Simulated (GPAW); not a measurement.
**ZnS (Wurtzite-4H) in GPAW: convergence with empty bands an atom in the response**

Input of the first run (empty bands an atom in the response 2); the others differ in this setting and in those tied to it:

File run.py:

```python
import numpy as np
from ase import Atoms
from ase.dft.bandgap import bandgap
from ase.io import write
from gpaw import GPAW, PW
from gpaw.response.df import DielectricFunction

atoms = Atoms(['Zn', 'Zn', 'Zn', 'Zn', 'S', 'S', 'S', 'S'],
              cell=[[3.8227, 0.0, 0.0],
                    [-1.91135, 3.310555311, 0.0],
                    [0.0, 0.0, 12.52]],
              scaled_positions=[[0.6666666667, 0.3333333333, 0.75],
                                [0.3333333333, 0.6666666667, 0.25],
                                [0.0, 0.0, 0.5],
                                [0.0, 0.0, 0.0],
                                [0.6666666667, 0.3333333333, 0.9375],
                                [0.3333333333, 0.6666666667, 0.4375],
                                [0.0, 0.0, 0.6875],
                                [0.0, 0.0, 0.1875]],
              pbc=True)

calc = GPAW(mode=PW(450),
            xc='LDA',
            kpts={'size': (7, 7, 2), 'gamma': True},
            occupations={'name': 'fermi-dirac', 'width': 0.001},
            nbands=57,
            convergence={'density': 1e-06},
            maxiter=150,
            txt='gpaw.txt')
atoms.calc = calc
energy = atoms.get_potential_energy()
calc.write('gs.gpw')
write('result.traj', atoms)
print(f'Energy: {energy:.6f} eV')
print('Fermi level:', round(calc.get_fermi_level(), 4), 'eV')
print(f'Gap: {bandgap(calc)[0]:.4f} eV, direct: {bandgap(calc, direct=True)[0]:.4f} eV')

for size in [(4, 4, 2)]:
    name = 'x'.join(str(n) for n in size)
    dense = calc.fixed_density(kpts={'size': size, 'gamma': True},
                               nbands=58, convergence={'bands': 52, 'eigenstates': 1e-7},
                               update_fermi_level=True, txt=f'dense-{name}.txt')
    dense.write(f'{name}.gpw', mode='all')
    df = DielectricFunction(f'{name}.gpw', frequencies=np.array([0.0]), hilbert=False, eta=0.001,
                            ecut=80, nbands=52, intraband=False, txt=f'df-{name}.txt')
    for xc in ['RPA']:
        for direction in ['x', 'y', 'z', [0, 1, 1], [1, 0, 1], [1, 1, 0]]:
            e0, e = df.get_macroscopic_dielectric_constant(xc=xc, direction=direction)
            print(f'{name} {xc} {direction}: {e0:.4f} without, {e:.4f} with local fields')
```

Potentials or basis: the program's PAW data sets (release 1.2.1) made for this functional, pw.

Run with:

```console
$ OMP_NUM_THREADS=1 python run.py
```

Hardware: 1 thread of Arm Neoverse V1, on a shared host.

Task: The values tried are 2, 3, 5, 8, 12, 18, 26, loosest first. From which on does the dielectric constant stay within 0.05 of the tightest run that finished?

Result: From 8 on.

```
empty bands an atom in the response  dielectric constant  SCF cycles  CPU time (s)  peak memory (GiB)
                                  2                7.036          14           140               0.48
                                  3                7.104          14           170               0.49
                                  5                7.135          14           240               0.52
                                  8                7.161          14           380               0.55
                                 12                7.179          14           590               0.59
                                 18                7.191          14           640               0.66
                                 26                7.198          14          1100               0.75
```

The tightest run that finished is the yardstick and may itself not be fully converged.

Caveat, for the tightest run too: the k mesh is coarse (spacing up to 0.47 Å⁻¹), so the values aren't converged; the long-wavelength limit can be off by several per cent where d states take part.
